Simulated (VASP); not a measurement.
# ZnO (rocksalt): a r²SCAN single-point calculation in VASP

INCAR

```
NBANDS = 16
PREC = Accurate
LASPH = .TRUE.
EDIFF = 1E-7
ISMEAR = 0
NELM = 120
ENCUT = 520
SIGMA = 0.01
IBRION = -1
NSW = 0
ISIF = 2
LREAL = .FALSE.
LWAVE = .FALSE.
METAGGA = R2SCAN
ALGO = Normal
LCHARG = .FALSE.
```

KPOINTS

```
KPOINTS created by Atomic Simulation Environment
0
Gamma
10 10 10
0 0 0
```

KPOINTS_OPT

```
special points
6
Reciprocal
0.0000000000 0.0000000000 0.0000000000 1
0.5000000000 0.0000000000 0.5000000000 1
0.5000000000 0.2500000000 0.7500000000 1
0.3750000000 0.3750000000 0.7500000000 1
0.5000000000 0.5000000000 0.5000000000 1
0.6250000000 0.2500000000 0.6250000000 1
```

POSCAR

```
Zn O
 1.0000000000000000
    -0.0000000000000000    2.1337703959997598    2.1337703959997598
     2.1337703959997598    0.0000000000000000    2.1337703959997598
     2.1337703959997598    2.1337703959997598    0.0000000000000000
 Zn  O
   1   1
Cartesian
 -0.0000000000000000 -0.0000000000000000 -0.0000000000000000
  2.1337703959997598  2.1337703959997598  2.1337703959997598
```

VASP ran with the recommended PBE PAW datasets (18 valence electrons in the cell).

OSZICAR

```
N       E                     dE             d eps       ncg     rms          rms(c)
DAV:   1     0.816467270090E+02    0.81647E+02   -0.98920E+03  1568   0.178E+03
DAV:   2    -0.179407242919E+02   -0.99587E+02   -0.90569E+02  1664   0.308E+02
DAV:   3    -0.227070803635E+02   -0.47664E+01   -0.47484E+01  1816   0.671E+01
DAV:   4    -0.227286090957E+02   -0.21529E-01   -0.21527E-01  1784   0.451E+00
DAV:   5    -0.227286695956E+02   -0.60500E-04   -0.60500E-04  1848   0.227E-01    0.919E+00
DAV:   6    -0.178778364527E+02    0.48508E+01   -0.18385E+00  1968   0.522E+01    0.691E+00
DAV:   7    -0.179325492282E+02   -0.54713E-01   -0.91434E-01  1760   0.129E+01    0.339E+00
DAV:   8    -0.179471306940E+02   -0.14581E-01   -0.33815E-02  2040   0.288E+00    0.138E+00
DAV:   9    -0.179488859225E+02   -0.17552E-02   -0.10610E-02  1904   0.144E+00    0.137E-01
DAV:  10    -0.179489087531E+02   -0.22831E-04   -0.10463E-03  1872   0.697E-01    0.501E-02
DAV:  11    -0.179490738036E+02   -0.16505E-03   -0.48122E-04  1888   0.262E-01    0.530E-02
DAV:  12    -0.179489767765E+02    0.97027E-04   -0.10968E-04  1816   0.130E-01    0.782E-03
DAV:  13    -0.179489714177E+02    0.53588E-05   -0.83656E-06  1600   0.264E-02    0.155E-03
DAV:  14    -0.179489719388E+02   -0.52112E-06   -0.95537E-08  1480   0.351E-03    0.678E-04
DAV:  15    -0.179489707913E+02    0.11475E-05   -0.16430E-08   896   0.372E-03    0.361E-04
DAV:  16    -0.179489705250E+02    0.26632E-06   -0.25563E-09   848   0.954E-04    0.165E-04
DAV:  17    -0.179489703366E+02    0.18841E-06   -0.13839E-09   792   0.490E-04    0.199E-05
DAV:  18    -0.179489703412E+02   -0.45811E-08   -0.35199E-10   784   0.170E-04
   1 F= -.17948970E+02 E0= -.17948970E+02  d E =-.557183-111
       N       E                     dE             ncg
DAV:   1     0.145327111908E+04   -0.41872E+04      224
DAV:   2     0.944167651460E+03   -0.50910E+03      216
DAV:   3     0.922297859699E+03   -0.21870E+02      248
DAV:   4     0.922205471641E+03   -0.92388E-01      256
DAV:   5     0.922205286851E+03   -0.18479E-03      240
DAV:   6     0.922205286013E+03   -0.83819E-06      240
DAV:   7     0.922205286009E+03   -0.42930E-08      208
```

From OUTCAR

```
k-points           NKPTS =     47   k-points in BZ     NKDIM =     47   number of bands    NBANDS=     16

   NELECT =      18.0000    total number of electrons

   dimension x,y,z NGX =    24 NGY =   24 NGZ =   24
   dimension x,y,z NGXF=    48 NGYF=   48 NGZF=   48

  energy-cutoff  :      520.00
  volume of cell :       19.43
      direct lattice vectors                 reciprocal lattice vectors
     0.000000000  2.133770396  2.133770396    -0.234326993  0.234326993  0.234326993
     2.133770396  0.000000000  2.133770396     0.234326993 -0.234326993  0.234326993
     2.133770396  2.133770396  0.000000000     0.234326993  0.234326993 -0.234326993

 k-points in reciprocal lattice and weights: KPOINTS created by Atomic Simulation Env
   0.00000000  0.00000000  0.00000000       0.001
   0.10000000  0.00000000  0.00000000       0.008
   0.20000000  0.00000000  0.00000000       0.008
   0.30000000  0.00000000  0.00000000       0.008
   0.40000000  0.00000000  0.00000000       0.008
   0.50000000  0.00000000  0.00000000       0.004
   0.10000000  0.10000000  0.00000000       0.006
   0.20000000  0.10000000  0.00000000       0.024
   ...

 E-fermi :   2.6125

 k-point     1 :       0.0000    0.0000    0.0000
  band No.  band energies     occupation
      1     -17.1543      2.00000
      2      -2.4582      2.00000
      3      -2.4582      2.00000
      4      -2.4582      2.00000
      5      -2.2702      2.00000
      6      -2.2702      2.00000
      7       1.0187      2.00000
      8       1.0187      2.00000
      9       1.0187      2.00000
     10       4.0024      0.00000
     11      21.2840      0.00000
     12      21.2840      0.00000
     13      21.2840      0.00000
     14      21.7556      0.00000
     15      23.1965      0.00000
     16      23.1968      0.00000

 k-point     2 :       0.1000    0.0000    0.0000
  band No.  band energies     occupation
      1     -17.0461      2.00000
      2      -2.5425      2.00000
      3      -2.4885      2.00000
      4      -2.4883      2.00000
      5      -2.3583      2.00000
      6      -2.3582      2.00000
      7       0.2466      2.00000
      8       1.1904      2.00000
      9       1.1904      2.00000
     10       4.8891      0.00000
     11      18.4940      0.00000
     12      20.6835      0.00000
     13      20.6836      0.00000
     14      22.4476      0.00000
     15      23.1023      0.00000
     16      23.1024      0.00000

 k-point     3 :       0.2000    0.0000    0.0000
  band No.  band energies     occupation
      1     -16.7480      2.00000
      2      -2.9591      2.00000
      3      -2.8032      2.00000
      4      -2.8031      2.00000
      5      -2.2965      2.00000
      6      -2.2964      2.00000
      7      -0.7726      2.00000
      8       1.5882      2.00000
      9       1.5882      2.00000
     10       6.3950      0.00000
     11      15.8403      0.00000
     12      19.1316      0.00000
     13      19.1318      0.00000
     14      22.3118      0.00000
     15      23.8237      0.00000
     16      23.8238      0.00000

 k-point     4 :       0.3000    0.0000    0.0000
  band No.  band energies     occupation
      1     -16.3444      2.00000
      2      -3.8459      2.00000
      3      -3.1596      2.00000
      4      -3.1595      2.00000
      5      -2.1794      2.00000
      6      -2.1793      2.00000
      7      -1.1665      2.00000
      8       2.0180      2.00000
      9       2.0180      2.00000
     10       7.7024      0.00000
     11      13.8788      0.00000
     12      17.6234      0.00000
     13      17.6237      0.00000
     14      22.3426      0.00000
     15      25.2801      0.00000
     16      25.2803      0.00000

 k-point     5 :       0.4000    0.0000    0.0000
  band No.  band energies     occupation
      1     -15.9818      2.00000
      2      -4.6845      2.00000
      3      -3.4125      2.00000
      4      -3.4125      2.00000
      5      -2.0809      2.00000
      6      -2.0808      2.00000
      7      -1.2034      2.00000
      8       2.3376      2.00000
      9       2.3376      2.00000
     10       8.4539      0.00000
     11      12.8010      0.00000
     12      16.6012      0.00000
     13      16.6015      0.00000
     14      22.6206      0.00000
     15      27.1342      0.00000
     16      27.1345      0.00000

 k-point     6 :       0.5000    0.0000    0.0000
  band No.  band energies     occupation
      1     -15.8328      2.00000
      2      -5.0138      2.00000
      3      -3.5027      2.00000
      4      -3.5026      2.00000
      5      -2.0428      2.00000
      6      -2.0427      2.00000
      7      -1.1874      2.00000
      8       2.4556      2.00000
      9       2.4557      2.00000
     10       8.6441      0.00000
     11      12.5132      0.00000
     12      16.2413      0.00000
     13      16.2416      0.00000
     14      22.8239      0.00000
     15      28.3708      0.00000
     16      28.3711      0.00000

 k-point     7 :       0.1000    0.1000    0.0000
  band No.  band energies     occupation
      1     -17.0117      2.00000
      2      -2.6453      2.00000
      3      -2.4977      2.00000
      4      -2.4635      2.00000
      5      -2.4635      2.00000
      6      -2.2513      2.00000
      7       0.5244      2.00000
      8       0.9577      2.00000
      9       0.9577      2.00000
     10       5.1975      0.00000
     11      18.8319      0.00000
     12      20.0963      0.00000
     13      20.0964      0.00000
     14      20.3231      0.00000
     15      24.9143      0.00000
     16      25.2309      0.00000

 k-point     8 :       0.2000    0.1000    0.0000
  band No.  band energies     occupation
      1     -16.7820      2.00000
      2      -3.0765      2.00000
      3      -2.6580      2.00000
      4      -2.5761      2.00000
      5      -2.4000      2.00000
      6      -2.2347      2.00000
      7      -0.3443      2.00000
      8       1.0631      2.00000
      9       1.3647      2.00000
     10       6.4370      0.00000
     11      16.6368      0.00000
     12      18.1909      0.00000
     13      19.2565      0.00000
     14      20.8628      0.00000
     15      24.9194      0.00000
     16      25.9818      0.00000

 k-point     9 :       0.3000    0.1000    0.0000
  band No.  band energies     occupation
      1     -16.4197      2.00000
      2      -3.6616      2.00000
      3      -3.0347      2.00000
      4      -2.8977      2.00000
      5      -2.2915      2.00000
      6      -2.1437      2.00000
      7      -1.0028      2.00000
      8       1.4125      2.00000
      9       1.8099      2.00000
     10       7.7652      0.00000
     11      14.4056      0.00000
     12      16.7940      0.00000
     13      18.1563      0.00000
     14      21.9492      0.00000
     15      25.0435      0.00000
     16      26.7870      0.00000

 k-point    10 :       0.4000    0.1000    0.0000
  band No.  band energies     occupation
      1     -16.0465      2.00000
      2      -4.3689      2.00000
      3      -3.3638      2.00000
      4      -3.2193      2.00000
      5      -2.1697      2.00000
      6      -2.0588      2.00000
      7      -1.1871      2.00000
      8       1.8403      2.00000
      9       2.0341      2.00000
     10       8.7643      0.00000
     11      12.8902      0.00000
     12      15.9398      0.00000
     13      17.1492      0.00000
     14      22.9709      0.00000
     15      25.7596      0.00000
     16      28.0887      0.00000

 k-point    11 :       0.5000    0.1000    0.0000
  band No.  band energies     occupation
      1     -15.8240      2.00000
      2      -4.8192      2.00000
      3      -3.4797      2.00000
      4      -3.4214      2.00000
      5      -2.0759      2.00000
      6      -2.0335      2.00000
      7      -1.1992      2.00000
      8       1.9970      2.00000
      9       2.2108      2.00000
     10       9.2191      0.00000
     11      12.2367      0.00000
     12      15.5943      0.00000
     13      16.5557      0.00000
     14      23.8073      0.00000
     15      26.5062      0.00000
     16      28.5496      0.00000

 k-point    12 :      -0.4000    0.1000    0.0000
  band No.  band energies     occupation
      1     -15.8707      2.00000
      2      -4.7333      2.00000
      3      -3.4580      2.00000
      4      -3.3908      2.00000
      5      -2.0827      2.00000
      6      -2.0463      2.00000
      7      -1.1894      2.00000
      8       1.7481      2.00000
      9       2.4105      2.00000
     10       9.1503      0.00000
     11      12.3852      0.00000
     12      15.6602      0.00000
     13      16.5678      0.00000
     14      24.0478      0.00000
     15      26.7656      0.00000
     16      27.0130      0.00000

 ...

  Total        0.1772330      0.1772330      0.1772330      0.0000000      0.0000000     -0.0000000
  in kB       14.6144367     14.6144367     14.6144367      0.0000000      0.0000000     -0.0000000
  external PRESSURE =      14.6144367 kB  Pullay stress =       0.0000000 kB

 POSITION                                       TOTAL-FORCE (eV/Angst)
 -----------------------------------------------------------------------------------
      0.00000      0.00000      0.00000        -0.000000      0.000000     -0.000000
      2.13377      2.13377      2.13377         0.000000     -0.000000      0.000000
 -----------------------------------------------------------------------------------
    total drift:                                0.000000     -0.000000     -0.000000

  FREE ENERGIE OF THE ION-ELECTRON SYSTEM (eV)
  ---------------------------------------------------
  free  energy   TOTEN  =       -17.9489703412 eV

  energy  without entropy=      -17.9489703412  energy(sigma->0) =      -17.94897034
```

| Item | Value |
| --- | --- |
| gap between bands v and c | 1.55 eV |
| least direct gap | 2.98 eV |
| pressure | 1.5 GPa |

Band v is the last that the valence electrons fill when counted band by band, and c is the next.
